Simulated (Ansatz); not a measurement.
## In (fcc)

Computed with Ansatz (plane waves, PAW, 500 eV cutoff): r²SCAN, scalar-relativistic, no spin polarisation, 16×16×16 k-mesh, Gaussian smearing of 0.05 eV; PAW files: Ansatz's generated set soft_2.

```cif
data_structure
_symmetry_space_group_name_H-M 'P 1'
_symmetry_Int_Tables_number 1
_cell_length_a 3.3379
_cell_length_b 3.3379
_cell_length_c 3.3379
_cell_angle_alpha 60.000
_cell_angle_beta 60.000
_cell_angle_gamma 60.000
_cell_volume 26.30
loop_
_atom_site_label
_atom_site_type_symbol
_atom_site_fract_x
_atom_site_fract_y
_atom_site_fract_z
_atom_site_occupancy
In1 In 0.00000 0.00000 0.00000 1
```

At room temperature and ambient pressure In takes another structure.

The cell is relaxed to zero pressure at this level.

Path: Γ–X–U | K–Γ–L–W–X, with Γ = (0.000, 0.000, 0.000), X = (0.500, 0.000, 0.500), U = (0.625, 0.250, 0.625), K = (0.375, 0.375, 0.750), L = (0.500, 0.500, 0.500), W = (0.500, 0.250, 0.750) in reciprocal vectors of the calculation's cell.

Problem. Is it a metal or an insulator, and if it has a gap, where are the band edges on this path?

Solution. A metal: bands cross the Fermi level.

Bands as a text map, energy in eV from the Fermi level (dashes), each leg drawn with the same width:
```
  2.86 |                                            *   
  2.57 |     *    *                         **     *    
  2.29 |                  *                       **    
  2.00 |                  *                             
  1.71 |           *                          *  *      
  1.43 |                                       ** *     
  1.14 |            *                        *          
  0.86 |                            *            *      
  0.57 |                 *                              
  0.29 |             *                                  
  0.00 |------*-------**----------------------*-*-------
 -0.29 |                *                     **        
 -0.57 |                                        *       
 -0.86 |                *                               
 -1.14 |                             *       *   *      
 -1.43 |              **                       ** *     
 -1.71 |            **                      * *  ***    
 -2.00 |       *********                           *****
 -2.29 |         **                                 **  
 -2.57 |       **                          * *        **
 -2.86 |                *                               
 -3.14 |                              *   * *           
 -3.43 |                                **              
 -3.71 |                               *   *            
 -4.00 |                                  *             
 -4.29 |      *                          *              
 -4.57 |                 *             **               
 -4.86 |                              *                 
        Γ      X      UK       Γ       L       W       X
```

The calculation's cell holds 13 valence electrons, an odd number. Without magnetic order each band takes two, so one stays part-filled and the crystal must be a metal.
